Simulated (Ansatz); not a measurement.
# Residual resistivity of an alloy: Re(0001) with 2 layers of random Re-Os, 2x2, part 2 of 2

How strongly does chemical disorder scatter in Re(0001) with 2 layers of random Re-Os, 2x2?

Ansatz 0.2.0; Ansatz plane-wave DFT, PBE, PAW files; ballistic transport by layer matching (Landauer), zero bias; PAW set soft_1.

So far. Step 3 (With 6 alloy layers): Over the solved energies the transmission per spin lies between 4.25 and 4.34, out of 5.28 channels of the lead on average (up to 5.38).

## 4. With 10 alloy layers

In 10 layers a share of 0.25 of the sites is given to Os at random. A fresh draw is used; the growth of the resistance with length is what counts.

System of this step: Re(0001) with 10 layers of random Re-Os, 2x2. The cell holds 80 atoms: 70 Re and 10 Os. Its edges and angles: a = 5.522 Å, b = 5.522 Å, c = 44.582 Å, α = 90.0°, β = 90.0°, γ = 120.0°. It derives from Re. Regions: lead, 40 atoms (40 Re); scattering region, 40 atoms (30 Re and 10 Os). The structure is stacked along c, and the current runs across the ab planes.

File input.yaml:

```yaml
crystal:
  lattice:
    - [5.5216, 0.0, 0.0]
    - [-2.7608, 4.7818458695, 0.0]
    - [0.0, 0.0, 44.582]
  atoms:
    - { symbol: Re, position: [0.1666666667, 0.3333333333, 0.025] }
    - { symbol: Re, position: [0.1666666667, 0.8333333333, 0.025] }
    - { symbol: Re, position: [0.6666666667, 0.3333333333, 0.025] }
    - { symbol: Re, position: [0.6666666667, 0.8333333333, 0.025] }
    - { symbol: Re, position: [0.3333333333, 0.1666666667, 0.075] }
    - { symbol: Re, position: [0.3333333333, 0.6666666667, 0.075] }
    - { symbol: Re, position: [0.8333333333, 0.1666666667, 0.075] }
    - { symbol: Re, position: [0.8333333333, 0.6666666667, 0.075] }
    - { symbol: Re, position: [0.1666666667, 0.3333333333, 0.125] }
    - { symbol: Re, position: [0.1666666667, 0.8333333333, 0.125] }
    - { symbol: Re, position: [0.6666666667, 0.3333333333, 0.125] }
    - { symbol: Re, position: [0.6666666667, 0.8333333333, 0.125] }
    - { symbol: Re, position: [0.3333333333, 0.1666666667, 0.175] }
    - { symbol: Re, position: [0.3333333333, 0.6666666667, 0.175] }
    - { symbol: Re, position: [0.8333333333, 0.1666666667, 0.175] }
    - { symbol: Re, position: [0.8333333333, 0.6666666667, 0.175] }
    - { symbol: Re, position: [0.1666666667, 0.3333333333, 0.225] }
    - { symbol: Re, position: [0.1666666667, 0.8333333333, 0.225] }
    - { symbol: Re, position: [0.6666666667, 0.3333333333, 0.225] }
    - { symbol: Re, position: [0.6666666667, 0.8333333333, 0.225] }
    - { symbol: Re, position: [0.3333333333, 0.1666666667, 0.275] }
    - { symbol: Re, position: [0.3333333333, 0.6666666667, 0.275] }
    - { symbol: Re, position: [0.8333333333, 0.1666666667, 0.275] }
    - { symbol: Re, position: [0.8333333333, 0.6666666667, 0.275] }
    - { symbol: Re, position: [0.1666666667, 0.3333333333, 0.325] }
    - { symbol: Re, position: [0.1666666667, 0.8333333333, 0.325] }
    - { symbol: Os, position: [0.6666666667, 0.3333333333, 0.325] }
    - { symbol: Re, position: [0.6666666667, 0.8333333333, 0.325] }
    - { symbol: Os, position: [0.3333333333, 0.1666666667, 0.375] }
    - { symbol: Re, position: [0.3333333333, 0.6666666667, 0.375] }
    - { symbol: Re, position: [0.8333333333, 0.1666666667, 0.375] }
    - { symbol: Re, position: [0.8333333333, 0.6666666667, 0.375] }
    - { symbol: Re, position: [0.1666666667, 0.3333333333, 0.425] }
    - { symbol: Os, position: [0.1666666667, 0.8333333333, 0.425] }
    - { symbol: Re, position: [0.6666666667, 0.3333333333, 0.425] }
    - { symbol: Re, position: [0.6666666667, 0.8333333333, 0.425] }
    - { symbol: Re, position: [0.3333333333, 0.1666666667, 0.475] }
    - { symbol: Re, position: [0.3333333333, 0.6666666667, 0.475] }
    - { symbol: Os, position: [0.8333333333, 0.1666666667, 0.475] }
    - { symbol: Os, position: [0.8333333333, 0.6666666667, 0.475] }
    - { symbol: Re, position: [0.1666666667, 0.3333333333, 0.525] }
    - { symbol: Re, position: [0.1666666667, 0.8333333333, 0.525] }
    - { symbol: Os, position: [0.6666666667, 0.3333333333, 0.525] }
    - { symbol: Re, position: [0.6666666667, 0.8333333333, 0.525] }
    - { symbol: Re, position: [0.3333333333, 0.1666666667, 0.575] }
    - { symbol: Re, position: [0.3333333333, 0.6666666667, 0.575] }
    - { symbol: Re, position: [0.8333333333, 0.1666666667, 0.575] }
    - { symbol: Re, position: [0.8333333333, 0.6666666667, 0.575] }
    - { symbol: Re, position: [0.1666666667, 0.3333333333, 0.625] }
    - { symbol: Re, position: [0.1666666667, 0.8333333333, 0.625] }
    - { symbol: Os, position: [0.6666666667, 0.3333333333, 0.625] }
    - { symbol: Re, position: [0.6666666667, 0.8333333333, 0.625] }
    - { symbol: Os, position: [0.3333333333, 0.1666666667, 0.675] }
    - { symbol: Re, position: [0.3333333333, 0.6666666667, 0.675] }
    - { symbol: Os, position: [0.8333333333, 0.1666666667, 0.675] }
    - { symbol: Re, position: [0.8333333333, 0.6666666667, 0.675] }
    - { symbol: Re, position: [0.1666666667, 0.3333333333, 0.725] }
    - { symbol: Re, position: [0.1666666667, 0.8333333333, 0.725] }
    - { symbol: Re, position: [0.6666666667, 0.3333333333, 0.725] }
    - { symbol: Os, position: [0.6666666667, 0.8333333333, 0.725] }
    - { symbol: Re, position: [0.3333333333, 0.1666666667, 0.775] }
    - { symbol: Re, position: [0.3333333333, 0.6666666667, 0.775] }
    - { symbol: Re, position: [0.8333333333, 0.1666666667, 0.775] }
    - { symbol: Re, position: [0.8333333333, 0.6666666667, 0.775] }
    - { symbol: Re, position: [0.1666666667, 0.3333333333, 0.825] }
    - { symbol: Re, position: [0.1666666667, 0.8333333333, 0.825] }
    - { symbol: Re, position: [0.6666666667, 0.3333333333, 0.825] }
    - { symbol: Re, position: [0.6666666667, 0.8333333333, 0.825] }
    - { symbol: Re, position: [0.3333333333, 0.1666666667, 0.875] }
    - { symbol: Re, position: [0.3333333333, 0.6666666667, 0.875] }
    - { symbol: Re, position: [0.8333333333, 0.1666666667, 0.875] }
    - { symbol: Re, position: [0.8333333333, 0.6666666667, 0.875] }
    - { symbol: Re, position: [0.1666666667, 0.3333333333, 0.925] }
    - { symbol: Re, position: [0.1666666667, 0.8333333333, 0.925] }
    - { symbol: Re, position: [0.6666666667, 0.3333333333, 0.925] }
    - { symbol: Re, position: [0.6666666667, 0.8333333333, 0.925] }
    - { symbol: Re, position: [0.3333333333, 0.1666666667, 0.975] }
    - { symbol: Re, position: [0.3333333333, 0.6666666667, 0.975] }
    - { symbol: Re, position: [0.8333333333, 0.1666666667, 0.975] }
    - { symbol: Re, position: [0.8333333333, 0.6666666667, 0.975] }
kpoints:
  mp_grid: { grid: [5, 5, 1] }
hamiltonian:
  xc: pbe
  pseudopotentials: { kind: paw, azcp: { folder: soft_1 } }
scf:
  occupations: { method: fermi_dirac, width: 0.1 }
output:
  transmission:
    leads: [[0, 8]]
    kmesh: [10, 10]
    e_range: [-0.05, 0.05]
    de: 0.05
  write_potential: true
  write_density: true
  volumetric_format: npy
```

Run with:

```sh
$ ansatz run input.yaml --threads 4 --pin off --max-ram 15360MiB --backend cpu --events-out ev --progress --plain --runs-dir out
```

Numbers of over 12 decimals in the logs are rounded to 6 here.

Output:

```text
[...]
Crystal: 80 atoms, lattice volume = 1177.118 Å³
Basis set: ecut = 420 eV, 23015 PW (Γ)
Bands: 726, of which v1, the nominal top of the filled ones, is band 605 counted from 1 (604 counted from 0)
Symmetry: 1 space group operations
[...]
k-points: 13 of 25 (time reversal used)
[...]
SCF iter   1: F=—  HF=-874744.658055 eV  |F-HF|=—  |Δ(HF+E_count)|=         —  Δρ=8.86e-2  dr2=1.07e3  ethr=3.10e-3  ⟨swp⟩=5.0  Hψ=28468  notcnv=0  defer=3
[...]
SCF iter   9: F=-874712.977697 eV  HF=-874712.977697 eV  |F-HF|=9.19e-8  |Δ(HF+E_count)|=  6.98e-10  Δρ=8.68e-7  dr2=9.53e-8  ethr=8.26e-12  ⟨swp⟩=9.2  Hψ=25758  notcnv=0
SCF 1 converged in 9 iterations: F = -874712.977697 eV  dr2 = 9.53e-8
[...]
transmission: 417 of 4160 steps passed
transmission: 832 of 4160 steps passed
[...]
transmission: 4160 of 4160 steps passed
SCF converged after 9 iterations
Free energy (F): -874712.977697 eV
[...]
Internal energy: -874710.877353 eV  (E = F + TS)
E sigma→0 (E₀):  -874711.927525 eV
Entropy (-TS):   -2.100344 eV (-26.254 meV/atom)
Fermi energy:    24.093037 eV
[...]
--- Band table (eV; the first three rows and the last of 13) ---
  k-point 0: bands = [... 601 lower, 24.6809, 24.6948, 24.7537, 24.7553, 24.8670, 24.8711, 24.8743, 24.8769, ... 117 higher]
  k-point 1: bands = [... 601 lower, 24.2047, 24.2149, 24.2215, 24.2405, 24.2815, 24.3122, 24.3626, 24.3771, ... 117 higher]
  k-point 2: bands = [... 601 lower, 23.7682, 23.8316, 23.8441, 23.8899, 23.9047, 23.9182, 23.9324, 23.9403, ... 117 higher]
  k-point 12: bands = [... 601 lower, 23.8205, 23.8310, 23.9293, 23.9681, 23.9898, 24.0773, 24.0957, 24.1214, ... 117 higher]
--- Transmission ---
  basis      : 235 plane waves across, 80 finite elements along
  points     : 52, standing for a mesh of 10 x 10
[...]
channels       : 5.380000e0 a spin
[...]
junction   : crystal 0 to crystal 0, 1.53 to 41.65 Å
    transmission   : 3.917971e0 a spin
[...]
```

Run time: 34 min. Hardware: 4 threads of Arm Neoverse V1, shared host; peak memory 8.7 GiB; 2.1 h of CPU time.

This step gave:

```
free energy                                   : -874712.9777 eV
energy at zero smearing                       : -874711.9275 eV
Fermi energy                                  : 24.09 eV
transmission per spin nearest the Fermi level : 3.918
```

Per spin. Transmission, zone mean against energy, zero at the Fermi level:

```csv
energy (eV),"transmission, zone mean"
-0.0500,4.01
0.0000,3.92
0.0500,3.79
```

Over the solved energies the transmission per spin lies between 3.79 and 4.01, out of 5.26 channels of the lead on average (up to 5.38).

## 5. The fit

This step: Ansatz plane-wave DFT, PBE, PAW files; ballistic transport by layer matching (Landauer), zero bias; residual resistivity from the slope of the area resistance, atoms on the host's lattice; PAW set soft_1 (Ansatz 0.2.0).

This step gave:

| Item | Value |
| --- | --- |
| resistivity | 8.417 µΩ cm |
| intercept | 0.03568 fΩ m² |
| scatter about the fit | 0.001111 fΩ m² |

Resistance, by row:

```csv
run,length (Å),T,channels N,RA (fΩ m²)
n2,4.458,4.721,5.26,0.07399
n6,13.37,4.302,5.28,0.1467
n10,22.29,3.908,5.26,0.2241
```

The area resistance by length of the alloy:

```csv
length of the alloy (Å),area resistance (fΩ m²)
4.46,0.0740
13.37,0.147
22.29,0.224
```

The area resistance goes from 0.074 to 0.22 fΩ m² between 4.5 and 22.3 Å, a slope of 8.4 µΩ cm.

By hand from the end points: (0.2241 − 0.07399) fΩ m² / (22.29 − 4.46) Å = 8.4 µΩ cm, since 1 fΩ m² per Å is 1000 µΩ cm.

## 6. Summary of results

| Quantity | Value |
| --- | --- |
| resistivity from the slope | 8.42 µΩ cm |
| area resistance over 4.46 Å | 0.0740 fΩ m² |
| area resistance over 13.4 Å | 0.147 fΩ m² |
| area resistance over 22.3 Å | 0.224 fΩ m² |

What this shows: The slope gives 8.4 µΩ cm. The points scatter by 0.0011 fΩ m² about the line, with one random draw a length in a 2x2 cell, so the slope is a rough value. Read with a model of isotropic scattering on a spherical Fermi surface and the lead's 1.5×10¹⁵ S/m², this slope means a mean free path near 65 Å; over these lengths the model's slope is 1.12 times its bulk resistivity, which would be 7.5 µΩ cm. The draw over the shortest length came out nearly ordered, with 8 symmetry operations, so that point is a poor sample of a random alloy. The atoms sit on the host's lattice, so scattering by size misfit is left out. Spin-orbit coupling is left out, which matters for Os and Re.

[Logs are printed without paths, hosts, clocks, repeated set-up lines and the standing remarks that a program may print on its own settings, such as how far it seeks lower states.]

[Hosts, paths, dates, database ids (printed as entryN), source tags and the programs' standing remarks are cut or masked in the printed files.]
